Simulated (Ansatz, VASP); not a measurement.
## Cu in VASP and in Ansatz

```
Cu
1.0
     0.00000    1.75918    1.75918
     1.75918    0.00000    1.75918
     1.75918    1.75918    0.00000
Cu
1
Cartesian
  0.0000 0.0000 0.0000
```

Alike in both runs: functional LDA; k mesh 28 × 28 × 28; occupations fermi-dirac, width 0.15 eV; no spin polarisation.

Ansatz relaxed the structure, and its values are those at the end. VASP's run is a single point on that final structure, the one shown.

|  | VASP | Ansatz |
| --- | --- | --- |
| version | VASP 6.6.1 | Ansatz 0.2.0 |
| potentials or method | VASP PAW LDA potentials, release 64 (Cu) | scalar-relativistic, plane waves, PAW |
| plane-wave cutoff (eV) | 520 | 420 |
| valence electrons in the cell | 11 | 19 |

```csv
,VASP,Ansatz,Ansatz less VASP
gap on the k mesh at the Fermi level (eV),none,none,-
pressure (GPa),1.2,0.0,-1.24
```

A gap of «none» marks a metal or a gap that the smearing closes. The two sets of potentials don't hold the same shells in valence. Ansatz warned: «pseudo_functional_mismatch».
